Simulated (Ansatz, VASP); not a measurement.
**P in VASP and in Ansatz**

```
CELL_PARAMETERS angstrom
3.54068 0.00000 0.00000
0.00000 7.09339 0.00000
0.00000 0.00000 2.36055
ATOMIC_POSITIONS crystal
P 0.24998 0.62500 0.50000
P 0.25002 0.12500 0.50000
P 0.74998 0.87500 0.50000
P 0.75002 0.37500 0.50000
```

Alike in both runs: functional PBE; k mesh 4 × 2 × 6; occupations gaussian, width 0.1 eV; no spin polarisation.

Ansatz relaxed the structure, and its values are those at the end. VASP's run is a single point on that final structure, the one shown.

|  | VASP | Ansatz |
| --- | --- | --- |
| version | VASP 6.6.1 | Ansatz 0.2.0 |
| potentials or method | VASP PAW PBE potentials, release 64 (P) | scalar-relativistic, plane waves, PAW |
| plane-wave cutoff (eV) | 520 | 420 |
| valence electrons in the cell | 20 | 20 |

|  | VASP | Ansatz | Ansatz less VASP |
| --- | --- | --- | --- |
| gap on the k mesh at the Fermi level (eV) | none | none | - |
| pressure (GPa) | -0.2 | 0.1 | +0.27 |

A gap of «none» marks a metal or a gap that the smearing closes.

Caveats: the k mesh is coarse (spacing up to 0.44 Å⁻¹), so the values aren't converged.
